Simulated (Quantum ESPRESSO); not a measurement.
W2C, 3 atoms in the cell. The structure is trigonal, space group P-3m1 (No. 164). The conventional cell has a = 3.070 Å, b = 3.070 Å, c = 4.678 Å, α = 90.00°, β = 90.00°, γ = 120.00°. W (site symmetry 3m) is surrounded by 3 C at 2.13 Å. C (site symmetry -3m) is surrounded by 6 W at 2.13 Å. The cell comes from a database or a generator and needn't be the stable form of this composition.

* Program: Quantum ESPRESSO 7.5
* Task: single point
* Functional: PBE
* Potentials or basis: SSSP 1.3 efficiency PBE
* Cutoff: 748 eV
* Density cutoff: 5987 eV
* k mesh: 10 × 10 × 6
* Occupations: fermi-dirac, width 0.05 eV
* Spin: no spin polarisation
* Mixing beta: 0.5
* Most SCF iterations: 120
* SCF threshold: 6e-10 Ry

Potentials or basis: SSSP 1.3 efficiency PBE.

Run with:

```console
$ OMP_NUM_THREADS=1 pw.x -in pw.in > pw.out
$ OMP_NUM_THREADS=1 pp.x -in pp_density.in > pp_density.out
$ OMP_NUM_THREADS=1 pp.x -in pp_potential.in > pp_potential.out
```

Hardware: 1 thread of Intel(R) Xeon(R) Platinum 8375C CPU @ 2.90GHz (Ice Lake) (shared host).

Question: Estimate the wall time of this run.

Answer: Wall time 64 s on 1 thread of Intel(R) Xeon(R) Platinum 8375C CPU @ 2.90GHz (Ice Lake), with other jobs on the host, peak memory 0.38 GiB. Counts: scf iterations 10, bands 24, k points 72, g dense 40253.
